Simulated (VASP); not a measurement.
# Si4C (Im-3m) in VASP: notebook, part 2 of 2

VASP 6.6.1. The steps go on from the part before.

**3. Single point, PBE (species swapped into the Hg4Pt type (Im-3m, No. 229))**

INCAR

```
PREC     = Accurate       # precision mode
ENCUT    = 520            # plane-wave cutoff, eV
EDIFF    = 1E-6           # SCF threshold, eV
ISMEAR   = 0              # smearing method
SIGMA    = 0.1            # smearing width, eV
LREAL    = F              # projectors in reciprocal space
LASPH    = T              # aspherical terms in the spheres
NELM     = 60             # most SCF steps
ALGO     = Normal         # electronic algorithm
ISIF     = 2              # what is computed and relaxed
LWAVE    = F              # write WAVECAR
LCHARG   = F              # write CHGCAR
GGA      = PE             # functional
NBANDS   = 18             # bands
```

KPOINTS

```
regular mesh
0
Gamma
  10 10 10
```

POSCAR

```
Si4C
1.0
   -2.5779072686      2.5779072686      2.5779072686
    2.5779072686     -2.5779072686      2.5779072686
    2.5779072686      2.5779072686     -2.5779072686
Si C
4 1
Direct
    0.5000000000      0.5000000000      0.5000000000
    0.5000000000      0.0000000000      0.0000000000
    0.0000000000      0.0000000000      0.5000000000
    0.0000000000      0.5000000000      0.0000000000
    0.0000000000      0.0000000000      0.0000000000
```

Potentials or basis: VASP PAW PBE potentials, release 64 (Si, C).

Started as:

```console
$ cat potpaw_PBE.64/Si/POTCAR potpaw_PBE.64/C/POTCAR > POTCAR
$ mpirun -np 1 vasp_std > vasp.out
```

OUTCAR:

```text
PREC = Accurate
   ENCUT = 520
   EDIFF = 1E-6
   ISMEAR = 0
   LREAL = F
   LASPH = T
   NELM = 60
   ISIF = 2
   GGA = PE

 ion  position               nearest neighbor table
   1  0.500  0.500  0.500-   5 2.23   5 2.23   4 2.58   2 2.58   2 2.58   4 2.58   3 2.58   3 2.58

   2  0.500  0.000  0.000-   5 2.23   5 2.23   4 2.58   1 2.58   1 2.58   3 2.58   3 2.58   4 2.58

   3  0.000  0.000  0.500-   5 2.23   5 2.23   4 2.58   1 2.58   2 2.58   4 2.58   2 2.58   1 2.58

   4  0.000  0.500  0.000-   5 2.23   5 2.23   3 2.58   1 2.58   2 2.58   3 2.58   1 2.58   2 2.58

   5  0.000  0.000  0.000-   1 2.23   2 2.23   3 2.23   4 2.23   3 2.23   4 2.23   2 2.23   1 2.23

  LATTYP: Found a body centered cubic cell.
 ALAT       =     5.1558145372

  Lattice vectors:

 A1 = (  -2.5779072686,   2.5779072686,   2.5779072686)
 A2 = (   2.5779072686,  -2.5779072686,   2.5779072686)
 A3 = (   2.5779072686,   2.5779072686,  -2.5779072686)

Analysis of symmetry for initial positions (statically):
=====================================================================
 Subroutine PRICEL returns:
 Original cell was already a primitive cell.

 Routine SETGRP: Setting up the symmetry group for a
 body centered cubic supercell.

 Subroutine GETGRP returns: Found 48 space group operations
 (whereof 48 operations were pure point group operations)
 out of a pool of 48 trial point group operations.

The static configuration has the point symmetry O_h .

Analysis of symmetry for dynamics (positions and initial velocities):
=====================================================================
 Subroutine PRICEL returns:
 Original cell was already a primitive cell.

 Routine SETGRP: Setting up the symmetry group for a
 body centered cubic supercell.

[... 129 lines left out ...]
     AMIX     =   0.40;   BMIX     =  1.00
     AMIX_MAG =   1.60;   BMIX_MAG =  1.00
  volume/ion in A,a.u.               =      13.71        92.49
  Fermi-wavevector in a.u.,A,eV,Ry     =   1.085919  2.052090 16.044271  1.179221
  Thomas-Fermi vector in A             =   2.222044
   LORBIT       =      0    0 simple, 1 ext, 2 COOP (PROOUT), +10 PAW based schemes
   GGA     = PE    functional components
   LHFCALC =     F    Hartree Fock is set to
   AEXX    =    0.0000 exact exchange contribution
   IVDW    =     0    specifies the selected vdW correction
   LEPSILON=     F    determine dielectric tensor
   LRPA    =     F    only Hartree local field effects (RPA)
 non-spin polarized calculation
 Gauss-broadening in eV      SIGMA  =   0.10
  energy-cutoff  :      520.00
  volume of cell :       68.53
 maximum number of plane-waves:      1878
 NGX is ok and might be reduce to    36
   NGX = 17   NGY = 17   NGZ = 17

 number of electron      20.0000000 magnetization

 Free energy of the ion-electron system (eV)
  ---------------------------------------------------
  ext. energy  EPLUGINS =         0.00000000
  ---------------------------------------------------
  free energy    TOTEN  =       -26.08714070 eV

  energy without entropy =      -26.07880889  energy(sigma->0) =      -26.08297479

 E-fermi :   8.9752     XC(G=0): -10.9852

 val. band max:        8.9743525390   @ k =   0.3000   0.1000   0.1000
 cond. band min:       9.0032374981   @ k =   0.4000   0.0000   0.0000
 fundamental gap:      0.0288849591
 Fermi energy:         8.9751680047

 k-point     1 :       0.0000    0.0000    0.0000
  band No.  band energies     occupation
      1      -6.4117      2.00000
      2       1.8100      2.00000
      3       2.3554      2.00000
      4       2.3554      2.00000
      5       2.3554      2.00000
      6       4.6584      2.00000
[... 481 lines left out ...]
      5       3.4289      2.00000
      6       3.5869      2.00000
[... 10 lines left out ...]
     17      14.7980      0.00000
     18      16.4424      0.00000

 [... further k-points ...]

------------------------ aborting loop because EDIFF is reached ----------------------------------------

  FORCE on cell =-STRESS in cart. coord.  units (eV):
  Direction    XX          YY          ZZ          XY          YZ          ZX
  --------------------------------------------------------------------------------------
  -------------------------------------------------------------------------------------
  Total       -0.0164349     -0.0164349     -0.0164349      0.0000000     -0.0000000      0.0000000
  in kB       -0.3842506     -0.3842506     -0.3842506      0.0000000     -0.0000000      0.0000000
  external PRESSURE =      -0.3842506 kB  Pullay stress =       0.0000000 kB

 VOLUME and BASIS-vectors are now :
 -----------------------------------------------------------------------------
  energy-cutoff  :      520.00
  volume of cell :       68.53
      direct lattice vectors                 reciprocal lattice vectors
    -2.577907269  2.577907269  2.577907269     0.000000000  0.193955774  0.193955774
     2.577907269 -2.577907269  2.577907269     0.193955774  0.000000000  0.193955774
     2.577907269  2.577907269 -2.577907269     0.193955774  0.193955774  0.000000000

 POSITION                                       TOTAL-FORCE (eV/Angst)
 -----------------------------------------------------------------------------------
      1.28895      1.28895      1.28895        -0.000000      0.000000     -0.000000
     -1.28895      1.28895      1.28895         0.000000      0.000000     -0.000000
      1.28895      1.28895     -1.28895         0.000000      0.000000      0.000000
      1.28895     -1.28895      1.28895        -0.000000     -0.000000      0.000000
      0.00000      0.00000      0.00000        -0.000000      0.000000      0.000000
 -----------------------------------------------------------------------------------
    total drift:                                0.000000     -0.000000     -0.000000

  FREE ENERGIE OF THE ION-ELECTRON SYSTEM (eV)
  ---------------------------------------------------
  free  energy   TOTEN  =       -26.0871406993 eV

  energy  without entropy=      -26.0788088859  energy(sigma->0) =      -26.08297479
```

Run time: 38 s. Hardware: 1 thread of AMD EPYC 9R45 (Zen 5), shared host; peak memory 0.19 GiB.

What came out:

| Item | Value |
| --- | --- |
| Free energy | -26.0871 eV |
| Pressure | 0.0 GPa |
| Band gap on the k mesh | none (metal or under the smearing width) |

Levels at points of the mesh, in eV from the Fermi level:
| k point | band 7 | band 8 | band 9 | band 10 | band 11 | band 12 | band 13 | band 14 |
| --- | --- | --- | --- | --- | --- | --- | --- | --- |
| (0.00, 0.00, 0.00) | -4.32 | -4.32 | -3.07 | -3.07 | -3.07 | 1.18 | 1.18 | 4.23 |
| (0.50, 0.00, 0.00) | -2.37 | -1.44 | -1.28 | -0.74 | 1.39 | 1.80 | 1.88 | 2.49 |
| (0.50, 0.50, 0.50) | -0.30 | -0.30 | -0.30 | -0.29 | -0.29 | -0.29 | 2.26 | 2.69 |

**4. Relaxation of cell and atoms, PBE (species swapped into the Hg4Pt type (Im-3m, No. 229))**

INCAR

```
SYSTEM = Si4C
PREC = Accurate
ENCUT = 600
EDIFF = 1E-7
ISMEAR = 0
SIGMA = 0.1
LREAL = .False.
LASPH = .True.
NELM = 60
ALGO = Normal
ISIF = 3
LWAVE = .False.
LCHARG = .False.
GGA = PE
IBRION = 2
NSW = 100
EDIFFG = -0.01
```

KPOINTS

```
regular mesh
0
Gamma
  10 10 10
  0 0 0
```

POSCAR, as its differences from that of step 3:

```diff
@@ -2,5 +2,5 @@
 1.0
-   -2.5779072686      2.5779072686      2.5779072686
-    2.5779072686     -2.5779072686      2.5779072686
-    2.5779072686      2.5779072686     -2.5779072686
+   -2.6035385100      2.6035385100      2.6035385100
+    2.6035385100     -2.6035385100      2.6035385100
+    2.6035385100      2.6035385100     -2.6035385100
 Si C
```

Potentials or basis: VASP PAW PBE potentials, release 64 (Si, C).

Started as:

```console
$ cat potpaw_PBE.64/Si/POTCAR potpaw_PBE.64/C/POTCAR > POTCAR
$ mpirun -np 1 vasp_std > vasp.out
```

OUTCAR:

```text
SYSTEM = Si4C
   PREC = Accurate
   ENCUT = 600
   EDIFF = 1E-7
   ISMEAR = 0
   LREAL = .False.
   LASPH = .True.
   NELM = 60
   ISIF = 3
   GGA = PE
   IBRION = 2
   NSW = 100
   EDIFFG = -0.01

 ion  position               nearest neighbor table
   1  0.500  0.500  0.500-   5 2.25   5 2.25   4 2.60   2 2.60   2 2.60   4 2.60   3 2.60   3 2.60

   2  0.500  0.000  0.000-   5 2.25   5 2.25   4 2.60   1 2.60   1 2.60   3 2.60   3 2.60   4 2.60

   3  0.000  0.000  0.500-   5 2.25   5 2.25   4 2.60   1 2.60   2 2.60   4 2.60   2 2.60   1 2.60

   4  0.000  0.500  0.000-   5 2.25   5 2.25   3 2.60   1 2.60   2 2.60   3 2.60   1 2.60   2 2.60

   5  0.000  0.000  0.000-   1 2.25   2 2.25   3 2.25   4 2.25   3 2.25   4 2.25   2 2.25   1 2.25

  LATTYP: Found a body centered cubic cell.
 ALAT       =     5.2070770200

  Lattice vectors:

 A1 = (  -2.6035385100,   2.6035385100,   2.6035385100)
[... 289 lines left out ...]
      7       4.6669      2.00000
      8       4.6669      2.00000
      9       5.9077      2.00000
     10       5.9077      2.00000
     11       5.9077      2.00000
     12      10.1557      0.00000
     13      10.1557      0.00000
     14      13.2100      0.00000
[... 377 lines left out ...]
      1      -5.6305      2.00000
      2      -1.0837      2.00000
      3       0.7824      2.00000
      4       1.3242      2.00000
      5       3.4336      2.00000
      6       3.5934      2.00000
      7       4.8794      2.00000
      8       6.3119      2.00000
      9       7.1842      2.00000
     10       8.3753      2.00000
     11       8.8744      1.87449
     12       9.6818      0.00000
     13      11.6132      0.00000
     14      12.6900      0.00000

 [... further k-points ...]

------------------------ aborting loop because EDIFF is reached ----------------------------------------

  FORCE on cell =-STRESS in cart. coord.  units (eV):
  Direction    XX          YY          ZZ          XY          YZ          ZX
  --------------------------------------------------------------------------------------
  -------------------------------------------------------------------------------------
  Total        0.0014857      0.0014857      0.0014857     -0.0000000     -0.0000000      0.0000000
  in kB        0.0347569      0.0347569      0.0347569     -0.0000000     -0.0000000      0.0000000
  external PRESSURE =       0.0347569 kB  Pullay stress =       0.0000000 kB
[... 20 lines left out ...]
  FREE ENERGIE OF THE ION-ELECTRON SYSTEM (eV)
  ---------------------------------------------------
  free  energy   TOTEN  =       -26.0884480275 eV

  energy  without entropy=      -26.0801400748  energy(sigma->0) =      -26.08429405

 reached required accuracy - stopping structural energy minimisation
```

CONTCAR:

```text
Si4C
   1.00000000000000
    -2.5773934621268997    2.5773934621268997    2.5773934621268997
     2.5773934621268997   -2.5773934621268997    2.5773934621268997
     2.5773934621268997    2.5773934621268997   -2.5773934621268997
  Si              C
     4     1
Direct
     0.5000000000000000    0.5000000000000000    0.5000000000000000
     0.5000000000000000    0.0000000000000000    0.0000000000000000
     0.0000000000000000    0.0000000000000000    0.5000000000000000
     0.0000000000000000    0.5000000000000000    0.0000000000000000
     0.0000000000000000    0.0000000000000000    0.0000000000000000

  0.00000000E+00  0.00000000E+00  0.00000000E+00
  0.00000000E+00  0.00000000E+00  0.00000000E+00
  0.00000000E+00  0.00000000E+00  0.00000000E+00
  0.00000000E+00  0.00000000E+00  0.00000000E+00
  0.00000000E+00  0.00000000E+00  0.00000000E+00
```

Wall time 73 s (1 thread of AMD EPYC 9R45 (Zen 5), shared host); peak memory 0.2 GiB.

Results:

* Free energy: -26.0884 eV
* Relaxed volume: 13.70 Å³/atom
* Relaxed cell: a = 4.464 Å, b = 4.464 Å, c = 4.464 Å, α = 109.47°, β = 109.47°, γ = 109.47°
* Space group after relaxing (to 0.05 Å): Im-3m (No. 229)
* Energy gained by relaxing: 4.2 meV/atom
* Ionic steps: 3
* Pressure after relaxing: 0.0 GPa
* Band gap on the k mesh: none (metal or under the smearing width)

The path:
```csv
step,energy change (eV),largest force (eV/Å),pressure (GPa),volume (Å³)
1,0.0000,0.0000,-3.08,70.59
2,-0.0188,0.0000,1.04,67.86
3,-0.0208,0.0000,0.00,68.49
```

Final structure:
```cif
data_structure
_symmetry_space_group_name_H-M 'P 1'
_symmetry_Int_Tables_number 1
_cell_length_a 4.4642
_cell_length_b 4.4642
_cell_length_c 4.4642
_cell_angle_alpha 109.471
_cell_angle_beta 109.471
_cell_angle_gamma 109.471
_cell_volume 68.49
loop_
_atom_site_label
_atom_site_type_symbol
_atom_site_fract_x
_atom_site_fract_y
_atom_site_fract_z
_atom_site_occupancy
Si1 Si 0.50000 0.50000 0.50000 1
Si2 Si 0.50000 0.00000 0.00000 1
Si3 Si 0.00000 0.00000 0.50000 1
Si4 Si 0.00000 0.50000 0.00000 1
C1 C 0.00000 0.00000 0.00000 1
```

Levels at points of the mesh, in eV from the Fermi level:
```csv
k point,band 6,band 7,band 8,band 9,band 10,band 11,band 12,band 13,band 14
"(0.00, 0.00, 0.00)",-4.32,-4.32,-4.32,-3.07,-3.07,-3.07,1.17,1.17,4.23
"(0.50, 0.00, 0.00)",-6.33,-2.37,-1.44,-1.28,-0.74,1.40,1.80,1.88,2.49
"(0.50, 0.50, 0.50)",-6.58,-0.30,-0.30,-0.30,-0.29,-0.29,-0.29,2.27,2.69
```

**5. The runs side by side**

| task | cell | cutoff (eV) | gap on the mesh (eV) | pressure (GPa) |
| --- | --- | --- | --- | --- |
| single point | as given | 520 | none | 0.0 |
| single point | species swapped into the Hg4Pt type (Im-3m, No. 229) | 520 | none | 0.0 |
| relaxation of cell and atoms | relaxed from: species swapped into the Hg4Pt type (Im-3m, No. 229) | 600 | none | 0.0 |

Alike in all rows: level PBE; potentials or basis VASP PAW PBE potentials, release 64 (Si, C); no spin polarisation; k mesh 10 × 10 × 10; smearing gaussian 0.1 eV.

Absolute energies hang on the potentials; compare differences alone.
